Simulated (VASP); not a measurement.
Runs of VASP 6.6.1 on PbS (Galena). The structure is cubic, space group Fm-3m (No. 225). The conventional cell has a = 5.903 Å, b = 5.903 Å, c = 5.903 Å, α = 90.00°, β = 90.00°, γ = 90.00°. Pb (site symmetry m-3m) is surrounded by 6 S at 2.95 Å. S (site symmetry m-3m) is surrounded by 6 Pb at 2.95 Å. 

```tsv
task	cell	gap on the mesh (eV)	pressure (GPa)
relaxation of the atoms	atoms relaxed from: a relaxed cell with its volume scaled by 0.94	(b)	4.0
relaxation of the atoms	atoms relaxed from: a relaxed cell with its volume scaled by 1.04	0.34	-2.2
relaxation of the atoms	atoms relaxed from: a relaxed cell with its volume scaled by 0.98	0.12	1.3
relaxation of the atoms	atoms relaxed	0.20	0.0
relaxation of cell and atoms	relaxed	0.20	0.0
relaxation of the atoms	atoms relaxed from: a relaxed cell with its volume scaled by 1.02	0.28	-1.1
relaxation of the atoms	atoms relaxed from: a relaxed cell with its volume scaled by 0.96	0.03	2.6
relaxation of the atoms	atoms relaxed from: a relaxed cell with its volume scaled by 1.06	(a)	-3.1
```

Alike in all rows: level PBEsol; potentials or basis VASP PAW PBE potentials, release 64 (Pb_d, S); no spin polarisation; k mesh 8 × 8 × 8; cutoff (eV) 600; smearing gaussian 0.03 eV.

**Question.** Estimate the missing entries.

**Answer.** (a) 0.41; (b) 0.06.

Caveats: the relaxation stopped at its first step, so nothing moved; the PAW data sets were made with another functional, which shifts forces and pressure a little; spin-orbit coupling is left out, which as a rule narrows the gap of such compounds by several tenths of an eV.

A k mesh can miss the band edges, and the runs leave out spin-orbit coupling on Pb.
